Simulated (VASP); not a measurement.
# GeS (Pnma) in VASP: single point with LDA

Aim: the single point of GeS with LDA.

Everything below comes from runs of VASP 6.6.1. Logs are shortened: lines on timing, memory, paths and dates and some standing lists are left out, and cuts for length are marked.

## 1. Starting point

The structure is orthorhombic, space group Pnma (No. 62). Conventional cell: a = 10.481 Å, b = 3.646 Å, c = 4.299 Å, α = 90.00°, β = 90.00°, γ = 90.00°. Ge (site symmetry m) has 3 S at 2.44 to 2.45 Å as nearest neighbours. Around S (site symmetry m) lie 3 Ge at 2.44 to 2.45 Å.

## 2. Single point, LDA

INCAR reads:

```
SYSTEM = GeS
ALGO = Fast
EDIFF = 1E-7
ENCUT = 520
ISIF = 2
ISMEAR = 0
LASPH = .TRUE.
LCHARG = .FALSE.
LREAL = .FALSE.
LWAVE = .FALSE.
NBANDS = 50
NELM = 100
PREC = Accurate
SIGMA = 0.01
```

KPOINTS reads:

```
k-points
0
G
  2 6 5
  0 0 0
```

POSCAR reads:

```
GeS
1.0
   10.4810000000      0.0000000000      0.0000000000
    0.0000000000      3.6460000000      0.0000000000
    0.0000000000      0.0000000000      4.2990000000
Ge S
4 4
Direct
    0.1221000000      0.2500000000      0.1277000000
    0.3779000000      0.7500000000      0.6277000000
    0.6221000000      0.2500000000      0.3723000000
    0.8779000000      0.7500000000      0.8723000000
    0.8495000000      0.2500000000      0.5023000000
    0.6505000000      0.7500000000      0.0023000000
    0.3495000000      0.2500000000      0.9977000000
    0.1505000000      0.7500000000      0.4977000000
```

Potentials or basis: VASP PAW LDA potentials, release 64 (Ge_d, S).

Started as:

```
$ cat potpaw_LDA.64/Ge_d/POTCAR potpaw_LDA.64/S/POTCAR > POTCAR
$ mpirun -np 1 vasp_std > vasp.out
```

OUTCAR:

```text
SYSTEM = GeS
   EDIFF = 1E-7
   ENCUT = 520
   ISIF = 2
   ISMEAR = 0
   LASPH = .TRUE.
   LREAL = .FALSE.
   NELM = 100
   PREC = Accurate

 ion  position               nearest neighbor table
   1  0.122  0.250  0.128-   8 2.44   8 2.44   7 2.45
   2  0.378  0.750  0.628-   7 2.44   7 2.44   8 2.45
   3  0.622  0.250  0.372-   6 2.44   6 2.44   5 2.45
   4  0.878  0.750  0.872-   5 2.44   5 2.44   6 2.45
   5  0.849  0.250  0.502-   4 2.44   4 2.44   3 2.45
   6  0.651  0.750  0.002-   3 2.44   3 2.44   4 2.45
   7  0.349  0.250  0.998-   2 2.44   2 2.44   1 2.45
   8  0.151  0.750  0.498-   1 2.44   1 2.44   2 2.45

  LATTYP: Found a simple orthorhombic cell.
 ALAT       =     3.6460000000
 B/A-ratio  =     1.1791003840
 C/A-ratio  =     2.8746571585

  Lattice vectors:

 A1 = (   0.0000000000,   3.6460000000,   0.0000000000)
 A2 = (   0.0000000000,   0.0000000000,   4.2990000000)
 A3 = (  10.4810000000,   0.0000000000,   0.0000000000)

Analysis of symmetry for initial positions (statically):
=====================================================================
 Subroutine PRICEL returns:
 Original cell was already a primitive cell.

 Routine SETGRP: Setting up the symmetry group for a
 simple orthorhombic supercell.

 Subroutine GETGRP returns: Found  8 space group operations
 (whereof  2 operations were pure point group operations)
 out of a pool of  8 trial point group operations.

The static configuration has the point symmetry S_2 .
 The point group associated with its full space group is D_2h.

Analysis of symmetry for dynamics (positions and initial velocities):
=====================================================================
 Subroutine PRICEL returns:
 Original cell was already a primitive cell.

 Routine SETGRP: Setting up the symmetry group for a
 simple orthorhombic supercell.

 Subroutine GETGRP returns: Found  8 space group operations
 (whereof  2 operations were pure point group operations)
 out of a pool of  8 trial point group operations.

The dynamic configuration has the point symmetry S_2 .
 The point group associated with its full space group is D_2h.

 Subroutine INISYM returns: Found  8 space group operations
 (whereof  2 operations are pure point group operations),
 and found     1 'primitive' translations

----------------------------------------------------------------------------------------

                                     Primitive cell

  volume of cell :     164.2808

[... 107 lines left out ...]
   POTIM  = 0.5000    time-step for ionic-motion
   TEBEG  =    0.0;   TEEND  =   0.0 temperature during run
   PSTRESS=    0.0 pullay stress
   NELECT =      80.0000    total number of electrons
   NUPDOWN=      -1.0000    fix difference up-down
   EMIN   =  10.00;   EMAX   =-10.00  energy-range for DOS
   EFERMI =   0.00;   METHOD = LEGACY
   ISMEAR =     0;   SIGMA  =   0.01  broadening in eV -4-tet -1-fermi 0-gaus
   EFERMI_NEDOS =   21; number of points for ismear=-14 and -15
   IALGO  =     68    algorithm
   IMIX   =      4    mixing-type and parameters
     AMIX     =   0.40;   BMIX     =  1.00
     AMIX_MAG =   1.60;   BMIX_MAG =  1.00
  volume/ion in A,a.u.               =      20.54       138.58
  Fermi-wavevector in a.u.,A,eV,Ry     =   1.287980  2.433930 22.570613  1.658893
  Thomas-Fermi vector in A             =   2.419962
   LORBIT       =      0    0 simple, 1 ext, 2 COOP (PROOUT), +10 PAW based schemes
   GGA     = CA    functional components
   LHFCALC =     F    Hartree Fock is set to
   AEXX    =    0.0000 exact exchange contribution
   IVDW    =     0    specifies the selected vdW correction
   LEPSILON=     F    determine dielectric tensor
   LRPA    =     F    only Hartree local field effects (RPA)
 non-spin polarized calculation
 RMM-DIIS sequential band-by-band and
 Gauss-broadening in eV      SIGMA  =   0.01
  energy-cutoff  :      520.00
  volume of cell :      164.28
 maximum number of plane-waves:      4446
 NGX is ok and might be reduce to    80
   NGX = 39   NGY = 13   NGZ = 15

 number of electron      79.9999994 magnetization

 Free energy of the ion-electron system (eV)
  ---------------------------------------------------
  ext. energy  EPLUGINS =         0.00000000
  ---------------------------------------------------
  free energy    TOTEN  =       -41.75818253 eV

  energy without entropy =      -41.75818253  energy(sigma->0) =      -41.75818253

 E-fermi :   4.8427     XC(G=0): -10.4416

 val. band max:        4.7608307492   @ k =   0.0000   0.0000   0.0000
 cond. band min:       5.7917668606   @ k =   0.0000   0.0000   0.0000
 fundamental gap:      1.0309361114
 Fermi energy:         4.8426809609

 k-point     1 :       0.0000    0.0000    0.0000
  band No.  band energies     occupation
      1     -19.7292      2.00000
      2     -19.7253      2.00000
      3     -19.7212      2.00000
      4     -19.7185      2.00000
      5     -19.7178      2.00000
      6     -19.7161      2.00000
[... 1261 lines left out ...]
     49      11.3511      0.00000
     50      11.3515      0.00000

------------------------ aborting loop because EDIFF is reached ----------------------------------------

  FORCE on cell =-STRESS in cart. coord.  units (eV):
  Direction    XX          YY          ZZ          XY          YZ          ZX
  --------------------------------------------------------------------------------------
  -------------------------------------------------------------------------------------
  Total       -2.7336988     -2.5389463     -2.6214944      0.0000000      0.0000000      0.0000000
  in kB      -26.6608760    -24.7615185    -25.5665825      0.0000000      0.0000000      0.0000000
  external PRESSURE =     -25.6629923 kB  Pullay stress =       0.0000000 kB

 VOLUME and BASIS-vectors are now :
 -----------------------------------------------------------------------------
  energy-cutoff  :      520.00
  volume of cell :      164.28
      direct lattice vectors                 reciprocal lattice vectors
    10.481000000  0.000000000  0.000000000     0.095410743  0.000000000  0.000000000
     0.000000000  3.646000000  0.000000000     0.000000000  0.274273176  0.000000000
     0.000000000  0.000000000  4.299000000     0.000000000  0.000000000  0.232612235

 POSITION                                       TOTAL-FORCE (eV/Angst)
 -----------------------------------------------------------------------------------
      1.27973      0.91150      0.54898         0.046709     -0.000000      0.011909
      3.96077      2.73450      2.69848        -0.046709      0.000000      0.011909
      6.52023      0.91150      1.60052         0.046709      0.000000     -0.011909
      9.20127      2.73450      3.75002        -0.046709     -0.000000     -0.011909
      8.90361      0.91150      2.15939        -0.037153      0.000000      0.003091
      6.81789      2.73450      0.00989         0.037153      0.000000      0.003091
      3.66311      0.91150      4.28911        -0.037153      0.000000     -0.003091
      1.57739      2.73450      2.13961         0.037153      0.000000     -0.003091
 -----------------------------------------------------------------------------------
    total drift:                               -0.000000     -0.000000     -0.000000

  FREE ENERGIE OF THE ION-ELECTRON SYSTEM (eV)
  ---------------------------------------------------
  free  energy   TOTEN  =       -41.7581825315 eV

  energy  without entropy=      -41.7581825315  energy(sigma->0) =      -41.75818253
```

OSZICAR:

```text
N       E                     dE             d eps       ncg     rms          rms(c)
DAV:   1     0.927583352894E+03    0.92758E+03   -0.36378E+04  3008   0.354E+03
DAV:   2     0.146208756228E+03   -0.78137E+03   -0.74724E+03  2400   0.943E+02
DAV:   3    -0.267140805441E+02   -0.17292E+03   -0.16376E+03  2708   0.229E+02
DAV:   4    -0.420359553912E+02   -0.15322E+02   -0.15012E+02  2944   0.735E+01
DAV:   5    -0.425618055018E+02   -0.52585E+00   -0.52311E+00  2842   0.139E+01    0.129E+01
RMM:   6    -0.418160079428E+02    0.74580E+00   -0.13035E+00  3141   0.459E+00    0.815E+00
RMM:   7    -0.417855264839E+02    0.30481E-01   -0.79541E-01  3469   0.300E+00    0.176E+00
RMM:   8    -0.417568330546E+02    0.28693E-01   -0.13144E-01  3227   0.187E+00    0.240E-01
RMM:   9    -0.417576989589E+02   -0.86590E-03   -0.21502E-02  3431   0.794E-01    0.229E-01
RMM:  10    -0.417581632805E+02   -0.46432E-03   -0.53494E-03  4064   0.338E-01    0.175E-01
RMM:  11    -0.417582037491E+02   -0.40469E-04   -0.48643E-04  4044   0.859E-02    0.149E-01
RMM:  12    -0.417582451283E+02   -0.41379E-04   -0.50033E-04  3281   0.130E-01    0.432E-02
RMM:  13    -0.417581846177E+02    0.60511E-04   -0.81168E-05  3289   0.505E-02    0.279E-02
RMM:  14    -0.417581831963E+02    0.14213E-05   -0.16536E-05  3802   0.190E-02    0.182E-02
RMM:  15    -0.417581832999E+02   -0.10351E-06   -0.29359E-06  2988   0.667E-03    0.133E-02
RMM:  16    -0.417581825554E+02    0.74442E-06   -0.17780E-06  2801   0.614E-03    0.399E-03
RMM:  17    -0.417581825315E+02    0.23965E-07   -0.48635E-07  2572   0.256E-03
   1 F= -.41758183E+02 E0= -.41758183E+02  d E =-.754920E-33
```

Run time: 1.8 min. Hardware: 1 thread of Intel Xeon 6975P-C (Granite Rapids), shared host; peak memory 0.28 GiB.

Results:

```yaml
Free_energy: -41.7582 eV
Pressure: -2.6 GPa
Largest_force: 0.048 eV/Å
Band_gap_on_the_k_mesh: 1.03 eV, direct
```

Forces on the atoms (eV/Å):
```
Ge   0.047  0.000  0.012
Ge  -0.047  0.000  0.012
Ge   0.047  0.000 -0.012
Ge  -0.047  0.000 -0.012
S   -0.037  0.000  0.003
S    0.037  0.000  0.003
S   -0.037  0.000 -0.003
S    0.037  0.000 -0.003
```

Stress tensor (GPa, compression positive):
```
-2.67  0.00  0.00
 0.00 -2.48  0.00
 0.00  0.00 -2.56
```

Levels at points of the mesh, in eV from the valence-band top:
```csv
k point,band 36,band 37,band 38,band 39,band 40,band 41,band 42,band 43,band 44,band 45
"(0.00, 0.00, 0.00)",-2.05,-1.63,-0.85,-0.83,0.00,1.03,2.49,2.68,2.95,3.08
"(0.50, 0.00, 0.00)",-2.09,-1.88,-1.88,-0.36,-0.36,2.32,2.32,2.55,2.55,3.80
"(0.00, 0.50, 0.00)",-2.23,-1.46,-1.46,-1.12,-1.12,1.48,1.48,1.50,1.50,2.27
"(0.50, 0.50, 0.00)",-2.48,-1.50,-1.50,-1.50,-1.50,1.75,1.75,1.75,1.75,2.57
```

Caveat: an odd mesh through Γ misses points on the zone boundary, where band edges often lie.
